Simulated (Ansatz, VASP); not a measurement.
# One calculation of Ti, two programs

INCAR

```
PREC = Accurate ; ENCUT = 520
EDIFF = 1E-6 ; ISMEAR = -1
SIGMA = 0.1 ; LREAL = F
LASPH = T ; NELM = 100
ALGO = Normal ; ISIF = 2
LWAVE = F ; LCHARG = F
GGA = PE ; NBANDS = 19
```

The input KPOINTS:

```
Automatic mesh
0
Gamma
  20 20 11
```

POSCAR

```
Ti
1.0
    3.0522266313      0.0000000000      0.0000000000
   -1.5261133156      2.6433058008      0.0000000000
    0.0000000000      0.0000000000      4.8352394218
Ti
2
Direct
    0.3333333333      0.6666666667      0.2500000000
    0.6666666667      0.3333333333      0.7500000000
```

Input for Ansatz:

```yaml
crystal:
  lattice:
    - [3.0522266313, 0.0, 0.0]
    - [-1.5261133156, 2.6433058008, 0.0]
    - [0.0, 0.0, 4.8352394218]
  atoms:
    - { symbol: Ti, position: [0.3333333333, 0.6666666667, 0.25] }
    - { symbol: Ti, position: [0.6666666667, 0.3333333333, 0.75] }
hamiltonian:
  xc: pbe
  pseudopotentials:
    kind: paw
    azcp:
      Ti: "pseudopotentials/Ti.paw.azcp"
basis:
  ecutwfc: 420
  fft_grid_basis: typed
kpoints:
  mp_grid: { grid: [20, 20, 11], shift: [0, 0, 0] }
magnetization:
  spin_polarized: false
scf:
  occupations: { method: fermi_dirac, width: 0.1 }
output:
  stress: true
```

Alike in both runs: task single point; functional PBE; k mesh 20 × 20 × 11; occupations fermi-dirac, width 0.1 eV; no spin polarisation.

|  | VASP | Ansatz |
| --- | --- | --- |
| version | VASP 6.6.1 | Ansatz 0.2.0 |
| potentials or method | VASP PAW PBE potentials, release 64 (Ti_sv) | plane waves (420 eV) with PAW, scalar-relativistic |
| plane-wave cutoff (eV) | 520 | 420 |
| valence electrons in the cell | 24 | 24 |

```tsv
	VASP	Ansatz	Ansatz less VASP
pressure (GPa)	-10.3	-10.2	+0.11
largest component of the traceless stress (GPa)	0.13	0.13	-0.002
```

The functional is the same, so the differences come from potentials, cutoffs and numerics.
